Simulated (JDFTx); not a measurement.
# InAs (F-43m) in JDFTx: a series of runs, part 2 of 2

JDFTx 1.7.0 (patched build). Earlier steps stand in the parts before.

**7. Equation of state, LDA, 28.04 Å³/atom (volume scaled by 1.02)**

InAs.in

```
lattice \
    0.0000000000     5.7409640380     5.7409640380 \
    5.7409640380     0.0000000000     5.7409640380 \
    5.7409640380     5.7409640380     0.0000000000
coords-type Cartesian
ion In     0.0000000000     0.0000000000     0.0000000000 1
ion As     8.6114460569     8.6114460569     8.6114460569 1

ion-species pseudo/In.upf
ion-species pseudo/As.upf
elec-cutoff 40 320
elec-ex-corr lda-PW
kpoint-folding 8 8 8
elec-smearing Fermi 0.0018374661
elec-n-bands 21
electronic-SCF nIterations 100 energyDiffThreshold 1e-09
electronic-minimize nIterations 30 energyDiffThreshold 1e-7
forces-output-coords Cartesian

dump-name run.$VAR
dump End Ecomponents EigStats BandEigs Kpoints Forces Stress ElecDensity Dtot KEdensity
```

Command:

```sh
$ jdftx -c 1 -i InAs.in -o InAs.out
```

It took 2.5 min on 1 thread of Arm Neoverse V2, shared host; peak memory 0.19 GiB.

It converged, with:

| Property | Result |
| --- | --- |
| Free energy | -4161.8215 eV |
| Pressure | -1.6 GPa |
| Band gap on the k mesh | none (metal or under the smearing width) |
| Loewdin charges | In +0.21; As -0.18 e |

**8. Equation of state, LDA, 28.59 Å³/atom (volume scaled by 1.04)**

InAs.in, as its differences from that of step 7:

```diff
@@ -1,8 +1,8 @@
 lattice \
-    0.0000000000     5.7409640380     5.7409640380 \
-    5.7409640380     0.0000000000     5.7409640380 \
-    5.7409640380     5.7409640380     0.0000000000
+    0.0000000000     5.7782440697     5.7782440697 \
+    5.7782440697     0.0000000000     5.7782440697 \
+    5.7782440697     5.7782440697     0.0000000000
 coords-type Cartesian
 ion In     0.0000000000     0.0000000000     0.0000000000 1
-ion As     8.6114460569     8.6114460569     8.6114460569 1
+ion As     8.6673661045     8.6673661045     8.6673661045 1
```

Command:

```sh
$ jdftx -c 1 -i InAs.in -o InAs.out
```

Run time: 2.4 min. Hardware: 1 thread of Arm Neoverse V2, shared host; peak memory 0.19 GiB.

The run converged. Its results:

* Free energy: -4161.8080 eV
* Pressure: -2.6 GPa
* Band gap on the k mesh: none (metal or under the smearing width)
* Loewdin charges: In +0.21; As -0.18 e

**9. Equation of state, LDA, 29.14 Å³/atom (volume scaled by 1.06)**

InAs.in, as its differences from that of step 8:

```diff
@@ -1,8 +1,8 @@
 lattice \
-    0.0000000000     5.7782440697     5.7782440697 \
-    5.7782440697     0.0000000000     5.7782440697 \
-    5.7782440697     5.7782440697     0.0000000000
+    0.0000000000     5.8150491644     5.8150491644 \
+    5.8150491644     0.0000000000     5.8150491644 \
+    5.8150491644     5.8150491644     0.0000000000
 coords-type Cartesian
 ion In     0.0000000000     0.0000000000     0.0000000000 1
-ion As     8.6673661045     8.6673661045     8.6673661045 1
+ion As     8.7225737467     8.7225737467     8.7225737467 1
```

Potentials or basis: PseudoDojo-SR-LDA-0.4.1-standard.

Command:

```sh
$ jdftx -c 1 -i InAs.in -o InAs.out
```

Run time: 2.5 min. Hardware: 1 thread of Arm Neoverse V2, shared host; peak memory 0.19 GiB.

It converged, with:

* Free energy: -4161.7880 eV
* Pressure: -3.4 GPa
* Band gap on the k mesh: none (metal or under the smearing width)
* Loewdin charges: In +0.21; As -0.18 e

**10. Equation of state, LDA**

This step only gathers the single runs of the series.

Results:

```
Equilibrium volume                      : 27.32 Å³/atom
Bulk modulus                            : 60 GPa
Pressure derivative of the bulk modulus : 4.8
```

Energy against volume, from the lowest point:
```csv
volume (Å³/atom),energy (meV/atom)
25.840,16.59
26.389,6.17
26.939,0.83
27.489,0.00
28.039,3.19
28.588,9.96
29.138,19.93
```

LDA usually gives volumes a few per cent too small. Zero-point motion and thermal expansion aren't in these numbers.

**11. Band structure, r2SCAN**

bands.in

```
include InAs.lattice
coords-type Lattice
include InAs.ionpos

ion-species pseudo/In.upf
ion-species pseudo/As.upf
elec-cutoff 40 320
elec-ex-corr mgga-x-r2scan mgga-c-r2scan
elec-smearing Fermi 0.0018374661
elec-n-bands 15
electronic-minimize nIterations 30 energyDiffThreshold 1e-06
davidson-band-ratio 1.3
forces-output-coords Cartesian
include path.kpoints
symmetries none
fix-electron-density run.$VAR

dump-name bands.$VAR
dump End Ecomponents EigStats BandEigs Kpoints Forces
```

InAs.lattice

```
lattice \
    0.0000000000     5.7031934441     5.7031934441 \
    5.7031934441     0.0000000000     5.7031934441 \
    5.7031934441     5.7031934441     0.0000000000
```

InAs.ionpos

```
ion In     0.0000000000     0.0000000000     0.0000000000 1
ion As     0.7500000000     0.7500000000     0.7500000000 1
```

path.kpoints

```
kpoint +0.0000000000 +0.0000000000 +0.0000000000 0.020000000000
kpoint +0.0714285714 +0.0000000000 +0.0714285714 0.020000000000
kpoint +0.1428571429 +0.0000000000 +0.1428571429 0.020000000000
kpoint +0.2142857143 +0.0000000000 +0.2142857143 0.020000000000
kpoint +0.2857142857 +0.0000000000 +0.2857142857 0.020000000000
kpoint +0.3571428571 +0.0000000000 +0.3571428571 0.020000000000
kpoint +0.4285714286 +0.0000000000 +0.4285714286 0.020000000000
kpoint +0.5000000000 +0.0000000000 +0.5000000000 0.020000000000
kpoint +0.5000000000 +0.0833333333 +0.5833333333 0.020000000000
kpoint +0.5000000000 +0.1666666667 +0.6666666667 0.020000000000
kpoint +0.5000000000 +0.2500000000 +0.7500000000 0.020000000000
kpoint +0.4375000000 +0.3125000000 +0.7500000000 0.020000000000
kpoint +0.3750000000 +0.3750000000 +0.7500000000 0.020000000000
kpoint +0.3281250000 +0.3281250000 +0.6562500000 0.020000000000
kpoint +0.2812500000 +0.2812500000 +0.5625000000 0.020000000000
kpoint +0.2343750000 +0.2343750000 +0.4687500000 0.020000000000
kpoint +0.1875000000 +0.1875000000 +0.3750000000 0.020000000000
kpoint +0.1406250000 +0.1406250000 +0.2812500000 0.020000000000
kpoint +0.0937500000 +0.0937500000 +0.1875000000 0.020000000000
kpoint +0.0468750000 +0.0468750000 +0.0937500000 0.020000000000
kpoint +0.0000000000 +0.0000000000 +0.0000000000 0.020000000000
kpoint +0.0833333333 +0.0833333333 +0.0833333333 0.020000000000
kpoint +0.1666666667 +0.1666666667 +0.1666666667 0.020000000000
kpoint +0.2500000000 +0.2500000000 +0.2500000000 0.020000000000
kpoint +0.3333333333 +0.3333333333 +0.3333333333 0.020000000000
kpoint +0.4166666667 +0.4166666667 +0.4166666667 0.020000000000
kpoint +0.5000000000 +0.5000000000 +0.5000000000 0.020000000000
kpoint +0.5250000000 +0.4500000000 +0.5250000000 0.020000000000
kpoint +0.5500000000 +0.4000000000 +0.5500000000 0.020000000000
kpoint +0.5750000000 +0.3500000000 +0.5750000000 0.020000000000
kpoint +0.6000000000 +0.3000000000 +0.6000000000 0.020000000000
kpoint +0.6250000000 +0.2500000000 +0.6250000000 0.020000000000
kpoint +0.5625000000 +0.2500000000 +0.6875000000 0.020000000000
kpoint +0.5000000000 +0.2500000000 +0.7500000000 0.020000000000
kpoint +0.5000000000 +0.2916666667 +0.7083333333 0.020000000000
kpoint +0.5000000000 +0.3333333333 +0.6666666667 0.020000000000
kpoint +0.5000000000 +0.3750000000 +0.6250000000 0.020000000000
kpoint +0.5000000000 +0.4166666667 +0.5833333333 0.020000000000
kpoint +0.5000000000 +0.4583333333 +0.5416666667 0.020000000000
kpoint +0.5000000000 +0.5000000000 +0.5000000000 0.020000000000
kpoint +0.4791666667 +0.4791666667 +0.5416666667 0.020000000000
kpoint +0.4583333333 +0.4583333333 +0.5833333333 0.020000000000
kpoint +0.4375000000 +0.4375000000 +0.6250000000 0.020000000000
kpoint +0.4166666667 +0.4166666667 +0.6666666667 0.020000000000
kpoint +0.3958333333 +0.3958333333 +0.7083333333 0.020000000000
kpoint +0.3750000000 +0.3750000000 +0.7500000000 0.020000000000
kpoint +0.6250000000 +0.2500000000 +0.6250000000 0.020000000000
kpoint +0.5833333333 +0.1666666667 +0.5833333333 0.020000000000
kpoint +0.5416666667 +0.0833333333 +0.5416666667 0.020000000000
kpoint +0.5000000000 +0.0000000000 +0.5000000000 0.020000000000
```

Potentials or basis: SG15-PBE-1.2.

Command:

```sh
$ jdftx -c 1 -i bands.in -o bands.out
```

Wall time 3.4 min (1 thread of Arm Neoverse V1, shared host); peak memory 0.14 GiB.

It converged, with:

```
Band gap along the path : none (metal or under the smearing width)
```

Levels at the corners of the path, in eV from the Fermi level:
| point | band 7 | band 8 | band 9 | band 10 | band 11 | band 12 |
| --- | --- | --- | --- | --- | --- | --- |
| Γ | -0.24 | -0.04 | -0.04 | -0.04 | 4.02 | 4.02 |
| X | -6.29 | -2.53 | -2.53 | 1.71 | 2.12 | 9.73 |
| W | -6.16 | -3.15 | -3.08 | 4.33 | 4.60 | 5.26 |
| K | -6.16 | -3.49 | -2.13 | 2.23 | 4.47 | 7.67 |
| Γ | -0.24 | -0.04 | -0.04 | -0.04 | 4.02 | 4.02 |
| L | -6.17 | -1.12 | -1.12 | 0.95 | 4.91 | 4.91 |
| U | -6.16 | -3.49 | -2.13 | 2.23 | 4.47 | 7.67 |
| W | -6.16 | -3.15 | -3.08 | 4.33 | 4.60 | 5.26 |
| L | -6.17 | -1.12 | -1.12 | 0.95 | 4.91 | 4.91 |
| K | -6.16 | -3.49 | -2.13 | 2.23 | 4.47 | 7.67 |
| U | -6.16 | -3.49 | -2.13 | 2.23 | 4.47 | 7.67 |
| X | -6.29 | -2.53 | -2.53 | 1.71 | 2.12 | 9.73 |

Caveat: the potentials were made for another functional, which shifts forces and pressure; spin-orbit coupling is left out, which moves the levels of the heavy elements.

**12. Against experiment**

Step 11. Against the measured gap of InAs, 0.418 eV (direct; 4.2 K; a printed reference work, data compilation), the calculated 0.00 eV is off by -0.42 eV. Spin-orbit coupling on As, In is left out. The value is that of r2SCAN, without temperature or zero-point motion.
